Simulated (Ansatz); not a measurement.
**AlAs (F-43m): converging the G0W0 gap**

How do accuracy and time trade against each other in G0W0 on AlAs (F-43m)?

Program: Ansatz 0.2.0. Level of theory: G0W0 on PBE, plane waves, PAW; PAW set soft_1. Results are calculated unless marked as measured.

## Step 1: The starting structure

The structure is cubic, space group F-43m (No. 216). The conventional cell has a = 5.661 Å, b = 5.661 Å, c = 5.661 Å, α = 90.00°, β = 90.00°, γ = 90.00°. Nearest to Al lie 4 As at 2.45 Å. Nearest to As lie 4 Al at 2.45 Å. Farther neighbours are not listed.

The cell and positions come from the Crystallography Open Database and are kept as given unless a step says otherwise.

## Step 2: 47 empty bands, screening to 60 eV

Now the one-shot GW correction: screening in the RPA, then the self-energy of the levels asked for. This step takes PAW set soft_1 files.

File input.yaml:

```yaml
crystal:
  lattice:
    - [0.0, 2.8304, 2.8304]
    - [2.8304, 0.0, 2.8304]
    - [2.8304, 2.8304, 0.0]
  atoms:
    - { symbol: Al, position: [0.0, 0.0, 0.0] }
    - { symbol: As, position: [0.25, 0.25, 0.25] }
kpoints:
  mp_grid: { grid: [6, 6, 6] }
hamiltonian:
  xc: pbe
  pseudopotentials: { kind: paw, azcp: { folder: soft_1 } }
scf:
  occupations: { method: fixed }
gw:
  n_empty_bands: 47
  ecut_chi: 60
  qp_bands: [v2, c2]
  qp_kpoints: band_edges
  screening: { model: contour_deformation }
```

Started as:

```console
ansatz run input.yaml --threads 3 --pin off --max-ram 92160MiB --backend cuda --events-out ev --progress --plain --runs-dir out --devices 1 --max-vram 13GiB
```

Numbers of over 12 decimals in the logs are rounded to 6 here.

Log:

```text
GPUs: using 1 of 1 available (devices: 1).
Engine: ansatz 0.2.0, x86_64-unknown-linux-gnu
Pseudopotentials: kind: paw
Pseudopotential: Al, paw, valence charge 3, recommended cutoff 420 eV (normal), soft_1/Al.paw.azcp
Pseudopotential: As, paw, valence charge 15, recommended cutoff 420 eV (normal), soft_1/As.paw.azcp
Functional definition: PBE
  parameter kappa = 0.804
  parameter beta = 0.066725
  exchange = pbe_x(kappa = kappa, mu = beta*pi^2/3)
  correlation = pbe_c(beta = beta)
device memory: the entry about to start is reckoned to put 0.5 GiB on a device that reports 44.8 GiB free (of which the cap on the GPU budget leaves the run 13.0 GiB)
GPU FFT provider: cuFFT
GPU libraries: cuBLAS 13.8.2, cuFFT 12.4.0, cuSOLVER 12.3.4
Crystal: 2 atoms, lattice volume = 45.350 Å³
Basis set: ecut = 420 eV, 893 PW (Γ)
Bands: 13, of which v1, the nominal top of the filled ones, is band 9 counted from 1 (8 counted from 0)
Symmetry: 24 space group operations
Space group: F-43m (ITA 216), of the structure as read, at distance tolerance 3.6e-5 Å
k-points: 16 of 216 (time reversal used)
Non-local potential: Al, projectors of the file, l = 0: 2, l = 1: 2, l = 2: 1
Non-local potential: As, projectors of the file, l = 0: 2, l = 1: 2, l = 2: 3, l = 3: 1
PAW form: soft (Blöchl's): semilocal exchange-correlation on the pseudo side does not see the compensation charge
PAW one-centre angular grid: Al, 110 points (default); XC on 64 Gauss nodes
PAW one-centre angular grid: As, 590 points (default); XC on 64 Gauss nodes
Initial density: superposition of atomic densities (chi_scale 0.1, normalization cell, long waves kept (reshape's long-wave potential 0.00 eV rms))
Initial wavefunctions: pseudopotential atomic-orbital guess
GPU buffer pool allocated for 19683 grid points (all kernels)
GPU transforms: local potential and band sums: pruned to the plane-wave sphere, on 25×27×27
Functional: x = pbe(κ = 0.804, μ = 0.219515), c = pbe(β = 0.066725)
SCF iter   1: F=—  HF=-5394.730708 eV  |F-HF|=—  |Δ(HF+E_count)|=         —  Δρ=3.67e-2  dr2=6.87e-1  ethr=3.10e-3  ⟨swp⟩=4.0  Hψ=1075  notcnv=0  defer=24
preconditioner: auto → none  [insulator: Δε(μ)=1.808 eV  Ē_g=10.100 eV  n_scr=14 (ndim 8)  ℏωp=15.6 eV  f_vac=0.000  ε∞_Penn≈3.4]
SCF iter   2: F=—  HF=-5394.611257 eV  |F-HF|=—  |Δ(HF+E_count)|=   1.19e-1  Δρ=1.68e-2  dr2=9.56e-2  ethr=3.10e-3  ⟨swp⟩=2.1  Hψ=382  notcnv=0  defer=25
SCF iter   3: F=—  HF=-5394.602256 eV  |F-HF|=—  |Δ(HF+E_count)|=   9.00e-3  Δρ=4.20e-3  dr2=9.15e-3  ethr=5.31e-4  ⟨swp⟩=3.0  Hψ=390  notcnv=0  defer=26
SCF iter   4: F=—  HF=-5394.599574 eV  |F-HF|=—  |Δ(HF+E_count)|=   2.68e-3  Δρ=8.35e-4  dr2=1.65e-4  ethr=5.08e-5  ⟨swp⟩=2.0  Hψ=389  notcnv=0  defer=27
SCF iter   5: F=—  HF=-5394.599623 eV  |F-HF|=—  |Δ(HF+E_count)|=   4.94e-5  Δρ=1.97e-4  dr2=6.97e-6  ethr=9.18e-7  ⟨swp⟩=2.2  Hψ=291  notcnv=0  defer=27
SCF iter   6: F=—  HF=-5394.599630 eV  |F-HF|=—  |Δ(HF+E_count)|=   6.57e-6  Δρ=2.27e-5  dr2=1.22e-7  ethr=3.87e-8  ⟨swp⟩=2.2  Hψ=259  notcnv=0
SCF iter   7: F=-5394.599630 eV  HF=-5394.599630 eV  |F-HF|=4.75e-10  |Δ(HF+E_count)|=   1.85e-7  Δρ=1.63e-6  dr2=1.32e-9  ethr=5.56e-10  ⟨swp⟩=4.6  Hψ=893  notcnv=0
SCF 1 converged in 7 iterations: F = -5394.599630 eV  dr2 = 1.32e-9
  greatest PAW one-centre occupation: 0.999 electrons in one spin orbital (limit 2), on the As atom at site 1 (counted from 0), in its partial waves of l = 2
device memory: the entry about to start is reckoned to put 0.5 GiB on a device that reports 42.5 GiB free (of which the cap on the GPU budget leaves the run 13.0 GiB)
NSCF: frozen V_eff on 16 k-points, pencils in batches of 32, up to order 52
the band table was solved once the SCF had ended and its energy, with any forces and stress, was formed, with the checks that follow a solve (1291 applications of the Hamiltonian). They found nothing against the state; the energy, forces and stress were not computed again (output.eigenvalues in the input reference)
device memory: the entry about to start is reckoned to put 1.3 GiB on a device that reports 42.5 GiB free (of which the cap on the GPU budget leaves the run 13.0 GiB)
NSCF: frozen V_eff on 16 k-points
G₀W₀ screening: q 1/16
[... further progress lines ...]
device memory: the entry about to start is reckoned to put 0.3 GiB on a device that reports 37.0 GiB free (of which the cap on the GPU budget leaves the run 13.0 GiB)
NSCF: frozen V_eff on 1 k-points
device memory: the entry about to start is reckoned to put 0.3 GiB on a device that reports 37.0 GiB free (of which the cap on the GPU budget leaves the run 13.0 GiB)
NSCF: frozen V_eff on 1 k-points
SCF converged after 7 iterations
Free energy (F): -5394.599630 eV
Harris-Foulkes:  -5394.599630 eV  (|F-HF|=4.75e-10)
Internal energy: -5394.599630 eV  (E = F + TS)
E sigma→0 (E₀):  -5394.599630 eV
Fermi energy:    6.114961 eV
--- Per-component energies (eV) ---
  E_band       = -270.862651
  E_kinetic    = 121.029889
  E_local      = -2380.035470  (includes V_loc(G=0)·N_el)
  E_nonlocal   = -383.160172
  E_hartree    = 1295.267474
  E_xc         = -108.382181
  E_vxc        = -103.297438  (∫ρ·V_xc dr)
  E_paw        = -2482.983106  (= ΣΔE_a)
  E_vpaw       = -115.932888  (= ΣTr[D̂ρ^β])
  E_aug_tail   = -0.000005  (compensation charges beyond the density's cutoff)
  E_ewald      = -1456.336059
  E_smearing   = -0.000000  (= −TS)
  E_closure    = 0.000000  (closes the sum)
  Σ components = -5394.599630   (vs F -5394.599630, Δ=0.00e0)
--- Band table (eV; the first three rows and the last of 16) ---
  k-point 0: bands = [... 5 lower, -5.7466, 6.1150, 6.1150, 6.1150, 8.1705, 10.4150, 10.4150, 10.4150]
  k-point 1: bands = [... 5 lower, -5.4790, 4.0229, 5.8533, 5.8533, 8.9453, 10.8499, 10.8499, 11.3152]
  k-point 2: bands = [... 5 lower, -4.8022, 1.6315, 5.4545, 5.4545, 8.4900, 10.9857, 10.9857, 13.6177]
  k-point 15: bands = [... 5 lower, -3.7596, 0.9326, 3.1876, 3.4353, 9.2899, 10.2371, 13.2428, 13.9531]
--- G₀W₀: contour deformation, 6 samples at zero and on the imaginary axis and 2 off it, 216 q-points, 47 empty bands' worth ---
  eigenvalues of the whole cell's RPA ε∞ on this k-mesh (on a slab, of 1 + 4πα/V) = 10.1269, 10.1269, 10.1269; static W/v taken at q = 0 is 0.098747
  gw.qp_kpoints: band_edges: 9 of 16 stored k-points solved, in 1 pass; an edge of the gap read off the rows below is read off those points alone
    valence top: of the k-points left out ik 7 came nearest to being solved in a further pass, in band 9 (counted from 1, as in the quasiparticle table): it holds the edge there only if its correction is more favourable than any solved in that band by at least 0.877 eV; those differ by 0.188 eV
    conduction bottom: of the k-points left out ik 10 came nearest to being solved in a further pass, in band 10 (counted from 1, as in the quasiparticle table): it holds the edge there only if its correction is more favourable than any solved in that band by at least 0.657 eV; those differ by 0.518 eV
    ik  band        ε_KS         Σx   Σc(E_QP)       V_xc       Z   E_QP_lin       E_QP  E_QP is
     0     8      6.1150   -15.7604     1.5576   -13.9383  0.7728     5.8497     5.8504  root
     0     9      6.1150   -15.7604     1.5576   -13.9383  0.7728     5.8497     5.8504  root
     0    10      8.1705    -9.6608    -3.5559   -13.8774  0.7843     8.8361     8.8311  root
     0    11     10.4150    -6.6754    -4.1238   -11.2063  0.7650    10.8248    10.8220  root
     1     8      5.8533   -15.6525     1.6148   -13.7492  0.7705     5.5639     5.5649  root
     1     9      5.8533   -15.6525     1.6148   -13.7492  0.7705     5.5639     5.5649  root
     1    10      8.9453    -8.5108    -3.6988   -12.7489  0.7790     9.4883     9.4846  root
     1    11     10.8499    -6.6583    -4.2571   -11.3340  0.7588    11.2718    11.2686  root
     2     8      5.4545   -15.6494     1.7594   -13.5643  0.7664     5.1275     5.1288  root
     2     9      5.4545   -15.6494     1.7594   -13.5643  0.7664     5.1275     5.1288  root
     2    10      8.4900    -7.9961    -3.6069   -12.0607  0.7824     8.9502     8.9478  root
     2    11     10.9857    -6.0529    -4.2899   -10.7151  0.7604    11.3603    11.3579  root
     3     8      5.2935   -15.6829     1.8264   -13.5164  0.7647     4.9520     4.9535  root
     3     9      5.2935   -15.6829     1.8264   -13.5164  0.7647     4.9520     4.9535  root
     3    10      8.2631    -8.0262    -3.5438   -12.0144  0.7837     8.7097     8.7074  root
     3    11     10.8034    -5.7968    -4.2266   -10.3659  0.7642    11.1479    11.1459  root
     4     8      5.3349   -15.3612     1.7430   -13.2775  0.7656     4.9927     4.9942  root
     4     9      5.3349   -15.3612     1.7430   -13.2775  0.7656     4.9927     4.9942  root
     4    10      9.4119    -6.4471    -3.8513   -10.6193  0.7760     9.7343     9.7328  root
     4    11     10.0526    -9.0979    -3.8551   -13.5609  0.7708    10.6663    10.6604  root
     6     8      4.0099   -15.0874     2.1191   -12.5561  0.7497     3.5948     3.5978  root
     6     9      4.8566   -15.4625     1.9449   -13.1366  0.7601     4.4735     4.4755  root
     6    10      9.0879    -6.9116    -3.7340   -10.9966  0.7800     9.4406     9.4390  root
     6    11     10.9030    -6.7999    -4.1790   -11.3806  0.7620    11.3078    11.3048  root
[...]
9     8      4.3294   -15.3263     2.1357   -12.7638  0.7532     3.8996     3.9026  root
     9     9      4.3294   -15.3263     2.1357   -12.7638  0.7532     3.8996     3.9026  root
     9    10      8.1158    -5.9525    -3.5539    -9.7089  0.7858     8.3187     8.3182  root
     9    11      9.1214    -6.2697    -3.7332   -10.2911  0.7832     9.4107     9.4096  root
    12     8      3.9487   -15.3626     2.2928   -12.6169  0.7476     3.4921     3.4958  root
    12     9      3.9487   -15.3626     2.2928   -12.6169  0.7476     3.4921     3.4958  root
    12    10      7.5569    -5.5225    -3.4650    -9.1299  0.7898     7.6995     7.6992  root
    12    11      8.4168    -6.5275    -3.5251   -10.3137  0.7868     8.6787     8.6779  root
```

Run time: 20 s. Hardware: 1 × NVIDIA H100 80GB HBM3 (shared by 6 runs) with 3 threads of AMD EPYC 7R13 (Zen 3), shared host; peak memory 0.99 GiB.

Numbers from this step:

```yaml
bands_summed: 56
rpa_eps_infinity_on_this_mesh_eigenvalues: 10.13, 10.13, 10.13
plane_waves_in_the_screening_matrix: 59
q_points_in_the_mesh: 216
g0w0_gap_on_the_mesh: 1.849 eV
k_of_the_valence_top: 0, 0, 0
k_of_the_conduction_bottom: 0, -0.5, -0.5
starting_gap_on_the_mesh: 1.442 eV
z_at_the_valence_top: 0.7728
z_at_the_conduction_bottom: 0.7898
least_direct_g0w0_gap_on_the_computed_points: 2.981 eV
```

The gap on the mesh goes from 1.44 eV to 1.85 eV, a correction of +0.41 eV. Between the two edge states, bare exchange in place of the xc potential would open the gap by 5.43 eV, and correlation takes back 5.02 eV.

## Step 3: 135 empty bands, screening to 120 eV

Bands and screening cutoff are moved together, since each hides the error of the other.

Edit input.yaml of step 2 so:

```diff
@@ -16,4 +16,4 @@
 gw:
-  n_empty_bands: 47
-  ecut_chi: 60
+  n_empty_bands: 135
+  ecut_chi: 120
   qp_bands: [v2, c2]
```

Log:

```text
GPUs: using 1 of 1 available (devices: 1).
[...]
GPU FFT provider: cuFFT
GPU libraries: cuBLAS 13.8.2, cuFFT 12.4.0, cuSOLVER 12.3.4
Crystal: 2 atoms, lattice volume = 45.350 Å³
Basis set: ecut = 420 eV, 893 PW (Γ)
Bands: 13, of which v1, the nominal top of the filled ones, is band 9 counted from 1 (8 counted from 0)
Symmetry: 24 space group operations
[...]
k-points: 16 of 216 (time reversal used)
[...]
GPU buffer pool allocated for 19683 grid points (all kernels)
[...]
SCF iter   1: F=—  HF=-5394.730708 eV  |F-HF|=—  |Δ(HF+E_count)|=         —  Δρ=3.67e-2  dr2=6.87e-1  ethr=3.10e-3  ⟨swp⟩=4.0  Hψ=1075  notcnv=0  defer=24
[...]
SCF iter   7: F=-5394.599630 eV  HF=-5394.599630 eV  |F-HF|=4.75e-10  |Δ(HF+E_count)|=   1.85e-7  Δρ=1.63e-6  dr2=1.32e-9  ethr=5.56e-10  ⟨swp⟩=4.6  Hψ=893  notcnv=0
SCF 1 converged in 7 iterations: F = -5394.599630 eV  dr2 = 1.32e-9
[...]
NSCF: frozen V_eff on 16 k-points, pencils in batches of 32, up to order 52
[...]
NSCF: frozen V_eff on 16 k-points
G₀W₀ screening: q 1/16
[... further progress lines ...]
[...]
SCF converged after 7 iterations
Free energy (F): -5394.599630 eV
[...]
Internal energy: -5394.599630 eV  (E = F + TS)
E sigma→0 (E₀):  -5394.599630 eV
Fermi energy:    6.114961 eV
[...]
--- Band table (eV; the first three rows and the last of 16) ---
  k-point 0: bands = [... 5 lower, -5.7466, 6.1150, 6.1150, 6.1150, 8.1705, 10.4150, 10.4150, 10.4150]
  k-point 1: bands = [... 5 lower, -5.4790, 4.0229, 5.8533, 5.8533, 8.9453, 10.8499, 10.8499, 11.3152]
  k-point 2: bands = [... 5 lower, -4.8022, 1.6315, 5.4545, 5.4545, 8.4900, 10.9857, 10.9857, 13.6177]
  k-point 15: bands = [... 5 lower, -3.7596, 0.9326, 3.1876, 3.4353, 9.2899, 10.2371, 13.2428, 13.9531]
[...]
bands read: the sum over 144 bands ends inside a degenerate multiplet in 1 slot, whose members it reads at an even weight; the widest, k=1: bands 144 to 145 (counted from 1) at 1/2 each
[...]
0     8      6.1150   -15.7604     1.1855   -13.9383  0.7700     5.4737     5.4783  root
     0     9      6.1150   -15.7604     1.1855   -13.9383  0.7700     5.4737     5.4783  root
     0    10      8.1705    -9.6608    -3.8530   -13.8774  0.7831     8.5354     8.5340  root
     0    11     10.4150    -6.6754    -4.3157   -11.2063  0.7642    10.6309    10.6301  root
     1     8      5.8533   -15.6525     1.2580   -13.7492  0.7678     5.2031     5.2081  root
     1     9      5.8533   -15.6525     1.2580   -13.7492  0.7678     5.2031     5.2081  root
     1    10      8.9453    -8.5108    -3.9522   -12.7489  0.7779     9.2322     9.2312  root
     1    11     10.8499    -6.6583    -4.4595   -11.3340  0.7579    11.0669    11.0661  root
[...]
12     8      3.9487   -15.3626     2.0159   -12.6169  0.7458     3.2088     3.2190  root
    12     9      3.9487   -15.3626     2.0159   -12.6169  0.7458     3.2088     3.2190  root
    12    10      7.5569    -5.5225    -3.6077    -9.1299  0.7895     7.5566     7.5566  root
    12    11      8.4168    -6.5275    -3.6920   -10.3137  0.7861     8.5111     8.5109  root
```

Wall time 27 s (1 × NVIDIA H100 80GB HBM3 (shared by 6 runs) with 3 threads); peak memory 1.1 GiB.

This step gave:

| Property | Result |
| --- | --- |
| bands summed | 144 |
| RPA ε∞ on this mesh (eigenvalues) | 10.13, 10.13, 10.13 |
| plane waves in the screening matrix | 137 |
| q-points in the mesh | 216 |
| G0W0 gap on the mesh | 2.078 eV |
| k of the valence top | 0, 0, 0 |
| k of the conduction bottom | 0, -0.5, -0.5 |
| starting gap on the mesh | 1.442 eV |
| Z at the valence top | 0.7700 |
| Z at the conduction bottom | 0.7895 |
| least direct G0W0 gap on the computed points | 3.056 eV |

Against the run with 6×6×6 mesh, 47 empty bands, screening to 60 eV, PAW set soft_1 files, the gap moves by +0.23 eV.

## Step 4: 291 empty bands, screening to 200 eV

Edit input.yaml of step 3 so:

```diff
@@ -16,4 +16,4 @@
 gw:
-  n_empty_bands: 135
-  ecut_chi: 120
+  n_empty_bands: 291
+  ecut_chi: 200.0
   qp_bands: [v2, c2]
```

Log:

```text
GPUs: using 1 of 1 available (devices: 1).
[...]
GPU FFT provider: cuFFT
GPU libraries: cuBLAS 13.8.2, cuFFT 12.4.0, cuSOLVER 12.3.4
Crystal: 2 atoms, lattice volume = 45.350 Å³
Basis set: ecut = 420 eV, 893 PW (Γ)
Bands: 13, of which v1, the nominal top of the filled ones, is band 9 counted from 1 (8 counted from 0)
Symmetry: 24 space group operations
[...]
k-points: 16 of 216 (time reversal used)
[...]
1    11     10.8499    -6.6583    -4.5212   -11.3340  0.7579    11.0049    11.0045  root
[...]
12     8      3.9487   -15.3626     1.9182   -12.6169  0.7457     3.1079     3.1212  root
    12     9      3.9487   -15.3626     1.9182   -12.6169  0.7457     3.1079     3.1212  root
    12    10      7.5569    -5.5225    -3.6571    -9.1299  0.7895     7.5072     7.5072  root
    12    11      8.4168    -6.5275    -3.7421   -10.3137  0.7860     8.4609     8.4609  root
[key lines of the parts left out:]
SCF converged after 7 iterations
Free energy (F): -5394.599630 eV
Fermi energy:    6.114961 eV
```

Wall time 33 s (1 × NVIDIA H100 80GB HBM3 (shared by 6 runs) with 3 threads); peak memory 1.4 GiB.

This step gave:

```
bands summed                                 : 300
RPA ε∞ on this mesh (eigenvalues)            : 10.13, 10.13, 10.13
plane waves in the screening matrix          : 283
G0W0 gap on the mesh                         : 2.162 eV
k of the valence top                         : 0, 0, 0
k of the conduction bottom                   : 0, -0.5, -0.5
starting gap on the mesh                     : 1.442 eV
least direct G0W0 gap on the computed points : 3.040 eV
```

Against the run with 6×6×6 mesh, 135 empty bands, screening to 120 eV, PAW set soft_1 files, the gap moves by +0.08 eV.

## Step 5: Changing the k mesh: 4×4×4 mesh, 135 empty bands, screening to 120 eV, PAW set soft_1 files

Only the mesh changes. It samples the long-range screening, which converges on its own terms. Bands and cutoff differ from the step before, so it is read against an earlier run that matches them.

Edit input.yaml of step 4 so:

```diff
@@ -9,3 +9,3 @@
 kpoints:
-  mp_grid: { grid: [6, 6, 6] }
+  mp_grid: { grid: [4, 4, 4] }
 hamiltonian:
@@ -16,4 +16,4 @@
 gw:
-  n_empty_bands: 291
-  ecut_chi: 200.0
+  n_empty_bands: 135
+  ecut_chi: 120
   qp_bands: [v2, c2]
```

Log:

```text
GPUs: using 1 of 1 available (devices: 1).
[...]
GPU FFT provider: cuFFT
GPU libraries: cuBLAS 13.8.2, cuFFT 12.4.0, cuSOLVER 12.3.4
Crystal: 2 atoms, lattice volume = 45.350 Å³
Basis set: ecut = 420 eV, 893 PW (Γ)
Bands: 13, of which v1, the nominal top of the filled ones, is band 9 counted from 1 (8 counted from 0)
Symmetry: 24 space group operations
[...]
k-points: 8 of 64 (time reversal used)
[...]
1    11     11.0479    -6.3397    -4.5874   -11.1055  0.7552    11.2269    11.2263  root
[...]
6     8      3.9746   -15.4786     2.1410   -12.6101  0.7471     3.2366     3.2471  root
     6     9      3.9746   -15.4786     2.1410   -12.6101  0.7471     3.2366     3.2471  root
     6    10      7.5705    -5.3767    -3.7610    -9.1070  0.7883     7.5398     7.5398  root
     6    11      8.4336    -6.3917    -3.8344   -10.2951  0.7851     8.5026     8.5025  root
[key lines of the parts left out:]
SCF converged after 7 iterations
Free energy (F): -5394.495118 eV
Fermi energy:    6.149239 eV
```

The job ended after 11 s (1 × NVIDIA H100 80GB HBM3 (shared by 6 runs) with 3 threads; peak memory 1 GiB; 16 s of CPU time).

Numbers from this step:

- bands summed: 144
- RPA ε∞ on this mesh (eigenvalues): 14.33, 14.33, 14.33
- plane waves in the screening matrix: 137
- G0W0 gap on the mesh: 2.027 eV
- k of the valence top: 0, 0, 0
- k of the conduction bottom: 0, -0.5, -0.5
- starting gap on the mesh: 1.421 eV
- least direct G0W0 gap on the computed points: 3.044 eV

Against the run with 6×6×6 mesh, 135 empty bands, screening to 120 eV, PAW set soft_1 files, the gap moves by −0.05 eV, while the start moved by −0.02 eV.

[end of part 1 of 2]

[Paths, hosts, dates, memory and timing lines, banners, echoed tables and standing remarks are left out of the program output.]

[Logs are printed without paths, hosts, clocks, repeated set-up lines and the standing remarks that a program may print on its own settings, such as how far it seeks lower states.]

[Runs of the session that timed out or met a known fault of the program may be left out.]

[Cells called generated may have been cut or substituted from an entry of the Crystallography Open Database or the Materials Project.]

[Hosts, paths, dates, database ids (printed as entryN), source tags and the programs' standing remarks are cut or masked in the printed files.]
